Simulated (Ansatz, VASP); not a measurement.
One calculation of Se, two programs

```xyz
3
Lattice="4.0861 0.0000 0.0000 -2.0430 3.5386 0.0000 0.0000 0.0000 4.9474" Properties=species:S:1:pos:R:3 pbc="T T T"
Se    1.0107    0.0000    1.6491
Se   -0.5053    0.8753    3.2983
Se    1.5377    2.6634    0.0000
```

Alike in both runs: task single point; functional PBE; dispersion D3(BJ); k mesh 12 × 12 × 8; occupations gaussian, width 0.05 eV; no spin polarisation.

|  | VASP | Ansatz |
| --- | --- | --- |
| version | VASP 6.6.1 | Ansatz 0.2.0 |
| potentials or method | VASP PAW PBE potentials, release 64 (Se) | scalar-relativistic, plane waves, PAW |
| plane-wave cutoff (eV) | 520 | 420 |
| valence electrons in the cell | 18 | 48 |

|  | VASP | Ansatz | Ansatz less VASP |
| --- | --- | --- | --- |
| gap on the k mesh at the Fermi level (eV) | 0.72 | 0.73 | 0.000 |
| least direct gap on the mesh (eV) | 0.86 | 0.87 | +0.010 |
| pressure (GPa) | 2.9 | 2.8 | -0.13 |
| largest component of the traceless stress (GPa) | 1.80 | 1.76 | -0.046 |
| rms of the force components (eV/Å) | 0.158 | 0.142 | -0.0154 |

Atom by atom the forces differ by 0.015 eV/Å (rms over components). The two sets of potentials don't hold the same shells in valence.

A k mesh can miss the band edges.
